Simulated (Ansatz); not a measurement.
The system is BaTiO3.

```
Ba Ti O
1.0
     3.99980    0.00000    0.00000
     0.00000    3.99980    0.00000
     0.00000    0.00000    4.01800
Ba Ti O
1 1 3
Direct
  0.00000 0.00000 0.00000
  0.50000 0.50000 0.49000
  0.00000 0.50000 0.51700
  0.50000 0.00000 0.51700
  0.50000 0.50000 0.01900
```

A run of Ansatz 0.2.0 on this cell left the log below. Logs are shortened: lines on timing, memory, paths and dates and some standing lists are left out, and cuts for length are marked.

```text
Warning: RAYON_NUM_THREADS=2 ignored (pool sized by the plan → 2); use --threads N
Ba: projections on atomic orbitals take those of the free atom [Kr 4d10] 5s2 5p6 6s2, of charge +0.00 (hamiltonian.pseudopotentials.projection_atoms); the dataset's partial waves leave at most 9.7e-6 of an orbital's norm unspanned inside its sphere
Ti: projections on atomic orbitals take those of the free atom [Ne] 3s2 3p6 3d2 4s2, of charge +0.00 (hamiltonian.pseudopotentials.projection_atoms); the dataset's partial waves leave at most 4.1e-7 of an orbital's norm unspanned inside its sphere
O: projections on atomic orbitals take those of the free atom [He] 2s2 2p4, of charge +0.00 (hamiltonian.pseudopotentials.projection_atoms); the dataset's partial waves leave at most 1.9e-8 of an orbital's norm unspanned inside its sphere
scf.n_extra_bands = 12 over 20 filled bands (N_el = 40.0): the run solves 32 bands
Engine: ansatz 0.2.0, aarch64-unknown-linux-gnu
Pseudopotentials: kind: paw
Pseudopotential: Ba, paw, valence charge 10, recommended cutoff 420 eV (normal), Ba.paw.azcp
Pseudopotential: Ti, paw, valence charge 12, recommended cutoff 420 eV (normal), Ti.paw.azcp
Pseudopotential: O, paw, valence charge 6, recommended cutoff 420 eV (normal), O.paw.azcp
Functional definition: PBE
  parameter kappa = 0.804
  parameter beta = 0.06672455060314922
  exchange = pbe_x(kappa = kappa, mu = beta*pi^2/3)
  correlation = pbe_c(beta = beta)
Crystal: 5 atoms, lattice volume = 64.282 Å³
Basis set: ecut = 420 eV, 1237 PW (Γ), exchange–correlation on 54×54×54 points (8 copies of the dense FFT grid, shifted against one another)
Bands: 32, of which v1, the nominal top of the filled ones, is band 20 counted from 1 (19 counted from 0)
Symmetry: 8 space group operations
Space group: P4mm (ITA 99), of the structure as read, at distance tolerance 4.0e-5 Å
k-points: 40 of 343 (time reversal used)
Non-local potential: Ba, projectors of the file, l = 0: 3, l = 1: 2, l = 2: 2, l = 3: 2
Non-local potential: Ti, projectors of the file, l = 0: 3, l = 1: 2, l = 2: 3, l = 3: 1
Non-local potential: O, projectors of the file, l = 0: 2, l = 1: 2, l = 2: 1
PAW form: soft (Blöchl's): semilocal exchange-correlation on the pseudo side does not see the compensation charge
PAW one-centre angular grid: Ba, 194 points (default); XC on 64 Gauss nodes
[... 21 lines left out ...]
Internal energy: -10152.870982 eV  (E = F + TS)
E sigma→0 (E₀):  -10152.870982 eV
Fermi energy:    12.142539 eV
--- Per-component energies (eV) ---
  E_band       = -146.521537
  E_kinetic    = 970.340300
  E_local      = -2088.343785  (includes V_loc(G=0)·N_el)
  E_nonlocal   = 200.593485
  E_hartree    = 810.079158
  E_xc         = -492.300430
  E_vxc        = -547.196299  (∫ρ·V_xc dr)
  E_hubbard    = 6.187993  (on-site DFT+U / exact-exchange correction)
  E_vhub       = 4.385570  (the Hubbard potential's part of the band-sum identity)
  E_paw        = -6743.057261  (= ΣΔE_a)
  E_vpaw       = -306.460946  (= ΣTr[D̂ρ^β])
  E_aug_tail   = 0.007496  (compensation charges beyond the density's cutoff)
  E_ewald      = -2816.377938
  E_smearing   = -0.000000  (= −TS)
  E_closure    = -0.000000  (closes the sum)
  Σ components = -10152.870982   (vs F -10152.870982, Δ=0.00e0)
--- Forces (eV/Å), atoms counted from 1 ---
  atom   1  Ba     0.00000000     0.00000000     0.01295830
  atom   2  Ti     0.00000000     0.00000000     0.40195425
  atom   3  O     -0.00000000    -0.00000000    -0.13569812
  atom   4  O     -0.00000000     0.00000000    -0.13569812
  atom   5  O     -0.00000000     0.00000000    -0.14352975
  max |Σ_I F_I| component: 1.34e-5 eV/Å
--- Stress (GPa, compression-positive) ---
        5.069930       0.000000       0.000000
        0.000000       5.069930       0.000000
        0.000000       0.000000       6.054450
  P = ⅓ Tr σ = 5.3981 GPa (53.981 kbar)
--- Band table (eV; the first three rows and the last of 40) ---
  k-point 0: bands = ["-48.1833", "-24.3217", "-24.2980", "-24.2980", "-14.1237", "-6.3437", "-5.4766", "-5.4128", "0.6689", "0.6689", "0.6703", "8.0709", "8.0925", "8.0925", "9.4168", "9.4168", "9.4718", "10.3008", "10.3648", "10.3648", "13.6268", "13.7063", "13.7063", "14.0904", "14.1707", "15.7027", "15.7788", "17.8257", "18.9690", "18.9690", "18.9875", "21.6438"]
  k-point 1: bands = ["-48.1831", "-24.3283", "-24.2978", "-24.2978", "-14.1021", "-6.3459", "-5.4944", "-5.4084", "0.7058", "0.7058", "0.7538", "7.7312", "8.0421", "8.0421", "9.2805", "9.2805", "9.3063", "9.8813", "10.2672", "10.2672", "13.6446", "13.9378", "13.9378", "14.1062", "14.6641", "16.0505", "16.1436", "18.3182", "18.9492", "19.2080", "19.2080", "21.6248"]
  k-point 2: bands = ["-48.1824", "-24.3433", "-24.2971", "-24.2971", "-14.0527", "-6.3924", "-5.4853", "-5.3983", "0.7916", "0.7916", "0.9390", "7.0296", "7.8794", "7.8794", "8.9770", "9.0790", "9.0790", "9.1850", "10.0521", "10.0521", "13.6853", "14.1315", "14.4211", "14.4211", "15.5044", "16.8613", "17.0594", "18.8610", "19.5861", "19.7474", "19.7474", "21.5073"]
  k-point 39: bands = ["-48.1814", "-24.3515", "-24.3295", "-24.3294", "-13.8612", "-5.5571", "-5.4530", "-5.4148", "0.1038", "0.1147", "0.2151", "5.8949", "6.8197", "6.8569", "8.3834", "8.5459", "8.5758", "10.4415", "10.4713", "10.5684", "15.1459", "15.1547", "15.1967", "17.1472", "17.4052", "17.5631", "17.7464", "17.9718", "20.4583", "20.4792", "21.2586", "21.5287"]
Occupation matrices written to <dir>
```

Q: What input gives this log?

A: Band structure with PBE+U, no spin polarisation. The files as run (others can give the same):

input.yaml
```yaml
crystal:
  lattice:
    - [3.9998, 0.0, 0.0]
    - [0.0, 3.9998, 0.0]
    - [0.0, 0.0, 4.018]
  atoms:
    - { symbol: Ba, position: [0.0, 0.0, 0.0] }
    - { symbol: Ti, position: [0.5, 0.5, 0.49] }
    - { symbol: O, position: [0.0, 0.5, 0.517] }
    - { symbol: O, position: [0.5, 0.0, 0.517] }
    - { symbol: O, position: [0.5, 0.5, 0.019] }
hamiltonian:
  xc: pbe
  pseudopotentials: { kind: paw }
  hubbard: { sites: [{ species: Ti, l: d, u_eff: 8.0 }] }
kpoints:
  mp_grid: { grid: [7, 7, 7] }
  band_path:
    path:
      - [[0.0, 0.0, 0.0], [0.0, 0.5, 0.0], [0.5, 0.5, 0.0], [0.0, 0.0, 0.0], [0.0, 0.0, 0.5], [0.0, 0.5, 0.5], [0.5, 0.5, 0.5], [0.0, 0.0, 0.5]]
      - [[0.0, 0.5, 0.0], [0.0, 0.5, 0.5]]
      - [[0.5, 0.5, 0.0], [0.5, 0.5, 0.5]]
    npoints: 14
scf:
  occupations: { method: fermi_dirac, width: 0.05 }
  n_extra_bands: 12
output:
  forces: true
  stress: true
  eigenvalues: true
  fatbands: false
```

Potentials or basis: Ansatz PAW.
Launch:
```sh
$ ansatz run input.yaml --threads 2 --pin off --max-ram 5632MiB --backend cpu --events-out ev --progress --plain --runs-dir out
```

Caveat: the k mesh misses the band edges, so the gap on the mesh is wider than the one along the path; the pressure holds a Pulay correction of +0.5 GPa for the finite cutoff; spin-orbit coupling is left out, which moves the levels of the heavy elements.
